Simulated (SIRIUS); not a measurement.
Crystal: CsPbCl3.

```xyz
5
Lattice="5.6050 0.0000 0.0000 0.0000 5.6050 0.0000 0.0000 0.0000 5.6050" Properties=species:S:1:pos:R:3 pbc="T T T"
Pb    2.8025    2.8025    2.8025
Cs    0.0000    0.0000    0.0000
Cl    2.8025    0.0000    2.8025
Cl    0.0000    2.8025    2.8025
Cl    2.8025    2.8025    0.0000
```

* Program: SIRIUS 7.10.0
* Task: single point
* Functional: PBEsol
* Potentials or basis: PseudoDojo 0.4.1 PBEsol standard (scalar relativistic)
* Cutoff: 807 eV
* Density cutoff: 3227 eV
* k mesh: 5 × 5 × 5
* Occupations: fermi-dirac, width 0.05 eV
* Spin: no spin polarisation

On this cell: pressure 0.2 GPa; largest force zero by symmetry; band gap on the k mesh 2.86 eV, direct.

The same run follows on a disturbed copy (atoms moved at random, drawn with an rms of 0.05 Å):

```
Pb Cs Cl
1.0
     5.60500    0.00000    0.00000
     0.00000    5.60500    0.00000
     0.00000    0.00000    5.60500
Pb Cs Cl
1 1 3
Direct
  0.49379 0.49867 0.50007
  0.99308 0.00081 0.00093
  0.49719 0.00322 0.50560
  0.99688 0.50060 0.50076
  0.50141 0.50333 0.00266
```

Q: What changes?

A: The energy moves by +0.3 meV/atom; pressure 0.2 GPa; largest force 0.091 eV/Å; band gap on the k mesh 2.84 eV.

Forces in eV/Å, atoms in the order of the input:
```
Pb   0.049  0.066  0.040
Cs  -0.007 -0.003 -0.004
Cl  -0.002 -0.058 -0.003
Cl  -0.037 -0.001 -0.001
Cl  -0.003 -0.002 -0.032
```

Caveats: spin-orbit coupling is left out, which as a rule narrows the gap of such compounds by several tenths of an eV; an odd mesh through Γ misses points on the zone boundary, where band edges often lie.
